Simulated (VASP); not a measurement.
A run of VASP 6.6.1 is set up as follows.

File INCAR:

```
PREC = Accurate ; ENCUT = 600
EDIFF = 1E-7 ; ISMEAR = 0
SIGMA = 0.1 ; LREAL = F
LASPH = T ; NELM = 80
ALGO = Normal ; ISIF = 3
LWAVE = F ; LCHARG = F
METAGGA = R2SCAN ; LMIXTAU = T
IBRION = 2 ; NSW = 90
EDIFFG = -0.005
```

The input KPOINTS:

```
regular mesh
0
Gamma
  12 12 12
```

Contents of POSCAR:

```
K
1.0
   -2.6180000000      2.6180000000      2.6180000000
    2.6180000000     -2.6180000000      2.6180000000
    2.6180000000      2.6180000000     -2.6180000000
K
1
Direct
    0.0000000000      0.0000000000      0.0000000000
```

Potentials or basis: VASP PAW PBE potentials, release 64 (K_sv).

Command:

```bash
$ cat potpaw_PBE.64/K_sv/POTCAR > POTCAR
$ mpirun -np 1 vasp_std > vasp.out
```

Task: What does it give for the space group after relaxing (to 0.05 Å)?

Result: Im-3m (No. 229).

Task: What does it give for the band gap on the k mesh?

Result: None (metal or under the smearing width).

The path:
```
step  energy change (eV)  largest force (eV/Å)  pressure (GPa)  volume (Å³)
   1              0.0000                0.0000            0.25        71.77
   2             -0.0015                0.0000            0.18        72.93
   3             -0.0034                0.0000            0.00        76.22
```

Caveat: the PAW data sets were made with another functional, which shifts forces and pressure a little. Zero-point motion and thermal expansion aren't in these numbers.
